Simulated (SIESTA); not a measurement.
TiO2:

```
Ti O
1.0
     4.59984    0.00000    0.00000
     0.00000    4.59984    0.00000
     0.00000    0.00000    2.95921
Ti O
2 4
Direct
  0.00000 0.00000 0.50000
  0.50000 0.50000 0.00000
  0.30432 0.30432 0.50000
  0.19568 0.80432 0.00000
  0.80432 0.19568 0.00000
  0.69568 0.69568 0.50000
```

The cell is a database's computed one.

Base run:

```yaml
Program: SIESTA 5.4.2
Functional: BLYP
Potentials_or_basis: PseudoDojo 0.4 standard (PBE files)
Basis: DZP (energy shift 0.003 Ry; two zetas on semicore shells)
Grid_cutoff: 800 Ry
Energy_shift: 0.003 Ry
k_mesh: 6 × 6 × 9
Occupations: fermi-dirac, width 0.05 eV
Spin: no spin polarisation
```

Its results: band gap on the k mesh 1.76 eV, direct; pressure 13.9 GPa; largest force 0.147 eV/Å.

Q: After a change of settings the same cell gave: band gap on the k mesh 1.76 eV, direct; pressure 11.6 GPa; largest force 0.077 eV/Å. Which change was it?
A. functional from BLYP to RPBE
B. functional from BLYP to PBEsol; potentials or basis from PseudoDojo 0.4 standard (PBE files) to PseudoDojo 0.4 standard (PBEsol files)
C. functional from BLYP to AM05; potentials or basis from PseudoDojo 0.4 standard (PBE files) to PseudoDojo 0.4 standard (PBEsol files)
D. functional from BLYP to LDA; potentials or basis from PseudoDojo 0.4 standard (PBE files) to PseudoDojo 0.4 standard (LDA files)

A: A.

Caveats: the potentials were made for another functional, which shifts forces and pressure; the basis of atomic orbitals isn't converged, which shifts pressures, moduli and gaps.

Not every run made on this cell is shown here.
